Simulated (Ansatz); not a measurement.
# Mo/GaN/TaN: conductance against the thickness of the layer, part 2 of 8

Aim: the conductance of Mo/GaN/TaN junctions as the barrier thickens. The lower electrode is Mo bcc(001), the upper one TaN rock salt(001); the barrier is GaN zinc blende(001) (Ga and Ga faces). In the first transport cell, after relaxation, the nearest pair of electrode and barrier is Mo–Ga at 2.81 Å, at a slant, at the lower face and Ta–Ga at 2.73 Å, at a slant, at the upper one. All share a net of side 3.217 Å, which strains the lower electrode by +2.1 %, the upper one by +2.9 % and the barrier by +0.0 %, against typed lattice constants near PBE's. The first steps treat the bulk electrodes alone.

Ansatz 0.2.0; PBE DFT, plane waves, PAW files (the session's first sound run).

So far: The structure; The strained electrode, 2 atoms, electrode Mo bcc(001).

## Step 3: The strained electrode, 4 atoms, electrode TaN rock salt(001)

System of this step: TaN. Symmetry: I4/mmm, No. 139, tetragonal system. The conventional cell has a = 3.217 Å, b = 3.217 Å, c = 4.329 Å, α = 90.00°, β = 90.00°, γ = 90.00°. Nearest to N lie 6 Ta at 2.16 to 2.27 Å. Ta has 6 N at 2.16 to 2.27 Å nearest. Farther neighbours and most contacts between anions are not listed.

The electrode is held to the junction's net and relaxed along the normal; its spacing is used for the ideal lead layers.

input.yaml reads:

```yaml
crystal:
  lattice:
    - [3.217, 0.0, 0.0]
    - [0.0, 3.217, 0.0]
    - [0.0, 0.0, 4.3293324789]
  atoms:
    - { symbol: "N", position: [0.0, 0.0, 0.0] }
    - { symbol: Ta, position: [0.5, 0.5, 0.0] }
    - { symbol: "N", position: [0.5, 0.5, 0.5] }
    - { symbol: Ta, position: [0.0, 0.0, 0.5] }
kpoints:
  mp_grid: { grid: [10, 10, 7] }
scf:
  occupations: { method: fermi_dirac, width: 0.1 }
  max_iter: 150
hamiltonian:
  xc: pbe
relax:
  f_tol: 0.01
  max_steps: 40
  cell: { fix: [a, b, angles] }
```

Started as:

```sh
ansatz run input.yaml --threads 8 --pin off --max-ram 24576MiB --backend cpu --events-out ev --progress --plain --runs-dir out
```

Numbers of over 12 decimals in the logs are rounded to 6 here.

The program printed:

```text
[...]
Crystal: 4 atoms, lattice volume = 44.805 Å³
Basis set: ecut = 420 eV, 879 PW (Γ), exchange–correlation on 48×48×60 points (8 copies of the dense FFT grid, shifted against one another)
Bands: 22, of which v1, the nominal top of the filled ones, is band 18 counted from 1 (17 counted from 0)
Symmetry: 32 space group operations
[...]
k-points: 84 of 700
[...]
SCF iter   1: F=—  HF=-20635.685761 eV  |F-HF|=—  |Δ(HF+E_count)|=         —  Δρ=2.85e-3  dr2=1.94e-3  ethr=1.77e-3  ⟨swp⟩=5.2  Hψ=17496  notcnv=0  defer=1
[...]
SCF iter   6: F=-20635.685612 eV  HF=-20635.685612 eV  |F-HF|=1.09e-10  |Δ(HF+E_count)|=   8.24e-9  Δρ=3.01e-6  dr2=1.78e-9  ethr=7.89e-11  ⟨swp⟩=2.4  Hψ=6313  notcnv=0
SCF 1 converged in 6 iterations: F = -20635.685612 eV  dr2 = 1.78e-9
[...]
relax step   1: F+E_penalty+E_count = -20635.68561181 eV  Δ(F+E_penalty+E_count) = +0.000e0 eV  max|allowed force component| = 3.486e-29 eV/Å  Δτ_max = 0.0000 Å  P = -9.796 GPa  Ω = 44.805 Å³  fix = [a, b, alpha, beta, gamma]  reactions: a -18.539, b -18.539 GPa  (6 SCF iters, dr2 threshold 1.00e-7 eV, accepted)
Crystal: 4 atoms, lattice volume = 45.267 Å³
Basis set: ecut = 420 eV, 887 PW (Γ), exchange–correlation on 48×48×60 points (8 copies of the dense FFT grid, shifted against one another)
Bands: 26, of which v1, the nominal top of the filled ones, is band 18 counted from 1 (17 counted from 0)
[...]
SCF iter   6: F=-20635.694952 eV  HF=-20635.694952 eV  |F-HF|=0.00e0  |Δ(HF+E_count)|=   1.87e-9  Δρ=1.16e-6  dr2=4.52e-10  ethr=2.26e-11  ⟨swp⟩=1.2  Hψ=6016  notcnv=0
SCF 2 converged in 6 iterations: F = -20635.694952 eV  dr2 = 4.52e-10
relax step   2: F+E_penalty+E_count = -20635.69495202 eV  Δ(F+E_penalty+E_count) = -9.340e-3 eV  max|allowed force component| = 4.408e-29 eV/Å  Δτ_max = 0.0000 Å  P = -13.384 GPa  Ω = 45.267 Å³  energy of the carried Pulay correction = -1.427e-3 eV  fix = [a, b, alpha, beta, gamma]  reactions: a -20.024, b -20.024 GPa  (6 SCF iters, dr2 threshold 4.00e-7 eV, accepted)
Crystal: 4 atoms, lattice volume = 45.261 Å³
[...]
SCF iter   6: F=-20635.694973 eV  HF=-20635.694973 eV  |F-HF|=1.09e-11  |Δ(HF+E_count)|=  3.27e-11  Δρ=7.45e-8  dr2=1.43e-12  ethr=1.00e-12  ⟨swp⟩=1.3  Hψ=4730  notcnv=0
SCF 3 converged in 6 iterations: F = -20635.694973 eV  dr2 = 1.43e-12
relax step   3: F+E_penalty+E_count = -20635.69497282 eV  Δ(F+E_penalty+E_count) = -2.080e-5 eV  max|allowed force component| = 2.317e-30 eV/Å  Δτ_max = 0.0000 Å  P = -13.339 GPa  Ω = 45.261 Å³  energy of the carried Pulay correction = -1.409e-3 eV  fix = [a, b, alpha, beta, gamma]  reactions: a -20.006, b -20.006 GPa  (6 SCF iters, dr2 threshold 2.64e-8 eV, accepted)
[...]
relax step   4: F+E_penalty+E_count = -20635.69648181 eV  Δ(F+E_penalty+E_count) = -1.509e-3 eV  max|allowed force component| = 2.971e-30 eV/Å  Δτ_max = 0.0000 Å  P = -13.289 GPa  Ω = 45.261 Å³  fix = [a, b, alpha, beta, gamma]  reactions: a -19.975, b -19.975 GPa  stress off target by 8.53e-2 GPa on what of the cell is left free  SCF on the basis re-selected at this cell (its energy is not comparable with the rows above)  (6 SCF iters)
[...]
relax step   5: F+E_penalty+E_count = -20635.69646706 eV  Δ(F+E_penalty+E_count) = +1.475e-5 eV  max|allowed force component| = 4.376e-30 eV/Å  Δτ_max = 0.0000 Å  P = -13.327 GPa  Ω = 45.267 Å³  energy of the carried Pulay correction = -1.618e-5 eV  fix = [a, b, alpha, beta, gamma]  reactions: a -19.991, b -19.991 GPa  (6 SCF iters, dr2 threshold 1.82e-8 eV, accepted)
[...]
SCF iter   7: F=-20635.696473 eV  HF=-20635.696473 eV  |F-HF|=1.46e-11  |Δ(HF+E_count)|=  6.55e-11  Δρ=3.66e-7  dr2=2.76e-11  ethr=1.00e-12  ⟨swp⟩=3.1  Hψ=7026  notcnv=0
SCF 6 converged in 7 iterations: F = -20635.696473 eV  dr2 = 2.76e-11
relax step   6: F+E_penalty+E_count = -20635.69647285 eV  Δ(F+E_penalty+E_count) = -5.797e-6 eV  max|allowed force component| = 2.145e-30 eV/Å  Δτ_max = 0.0000 Å  P = -13.327 GPa  Ω = 45.267 Å³  fix = [a, b, alpha, beta, gamma]  reactions: a -19.991, b -19.991 GPa  stress off target by 9.63e-4 GPa on what of the cell is left free  SCF on the basis re-selected at this cell (its energy is not comparable with the rows above)  (7 SCF iters)
[...]
SCF converged after 7 iterations
Free energy (F): -20635.696473 eV
[...]
Internal energy: -20635.639963 eV  (E = F + TS)
E sigma→0 (E₀):  -20635.668218 eV
Entropy (-TS):   -0.056509 eV (-14.127 meV/atom)
Fermi energy:    20.246457 eV
[...]
--- Stress (GPa, compression-positive) ---
      -19.991218      -0.000000       0.000000
       -0.000000     -19.991218       0.000000
        0.000000       0.000000       0.000963
  P = ⅓ Tr σ = -13.3272 GPa (-133.272 kbar)
--- Relaxed structure (4 steps of the walk, 4 accepted, 2 SCFs on fresh bases) ---
[...]
cell:  # Å, volume = 45.2666 Å³
    - [3.217, 0, 0]
    - [0, 3.217, 0]
    - [0, 0, 4.373974]
  atoms:
    - { symbol: N, position: [0.0, 0, 0] }
    - { symbol: Ta, position: [0.5, 0.5, 0] }
    - { symbol: N, position: [0.5, 0.5, 0.5] }
    - { symbol: Ta, position: [0.0, 0, 0.5] }
```

It took 4.3 s on 8 threads of Arm Neoverse V1, shared host; peak memory 0.44 GiB; 29 s of CPU time.

Step by step:

```
step  energy less that of the first step (eV)  largest force component (eV/Å)  pressure (GPa)  volume (Å³)
   1                                   0.0000                          0.0000           -9.80        44.80
   2                                  -0.0093                          0.0000          -13.38        45.27
   3                                  -0.0094                          0.0000          -13.34        45.26
  4*                                  -0.0109                          0.0000          -13.29        45.26
   5                                  -0.0109                          0.0000          -13.33        45.27
  6*                                  -0.0109                          0.0000          -13.33        45.27
```

Relaxation steps marked * repeat the geometry before them on a plane-wave basis chosen anew for their cell, so energy and pressure can jump there.

The run keeps the 32 symmetry operations that it works with, so distortions that break them were not tested.

```
conventional cell, symmetrised  before  after  change
                         a (Å)   3.217  3.217  +0.0 %
                         b (Å)   3.217  3.217  +0.0 %
                         c (Å)   4.329  4.374  +1.0 %
              volume (Å³/atom)   11.20  11.32  +1.0 %
```

Final coordinates:

```xyz
4
Lattice="3.2170 0.0000 0.0000 0.0000 3.2170 0.0000 0.0000 0.0000 4.3740" Properties=species:S:1:pos:R:3 pbc="T T T"
N     0.0000    0.0000    0.0000
Ta    1.6085    1.6085    0.0000
N     1.6085    1.6085    2.1870
Ta    0.0000    0.0000    2.1870
```

This step gave:

```
free energy  : -20635.6965 eV
Fermi energy : 20.25 eV
pressure     : -13.33 GPa
```

The cell grew by 1.0 % in volume.

[end of part 2 of 8]

[Logs are printed without paths, hosts, clocks, repeated set-up lines and the standing remarks that a program may print on its own settings, such as how far it seeks lower states.]

[Hosts, paths, dates, database ids (printed as entryN), source tags and the programs' standing remarks are cut or masked in the printed files.]
